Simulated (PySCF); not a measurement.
Crystal: MgO.

```
Mg O
1.0
     0.00000    2.09700    2.09700
     2.09700    0.00000    2.09700
     2.09700    2.09700    0.00000
Mg O
1 1
Direct
  0.00000 0.00000 0.00000
  0.50000 0.50000 0.50000
```

The cell is a database's computed one.

Base run:

```yaml
Program: PySCF 2.14.0
Functional: PBEsol
Potentials_or_basis: DZVP-MOLOPT-SR/GTH-PBE (potentials made for PBE)
k_mesh: 11 × 11 × 11
Occupations: fermi-dirac, width 0.05 eV
Spin: no spin polarisation
```

Its results: band gap on the k mesh 4.58 eV, direct.

Q: The run is repeated on the same cell with these changes: functional from PBEsol to PBE. What comes out?

A: Band gap on the k mesh 4.73 eV, direct.

Caveats: the density mesh is thin for the hardest basis functions, which adds noise to energies, forces and pressure; an odd mesh through Γ misses points on the zone boundary, where band edges often lie; the basis of atomic orbitals isn't converged, which shifts pressures, moduli and gaps.

Not every run made on this cell is shown here.
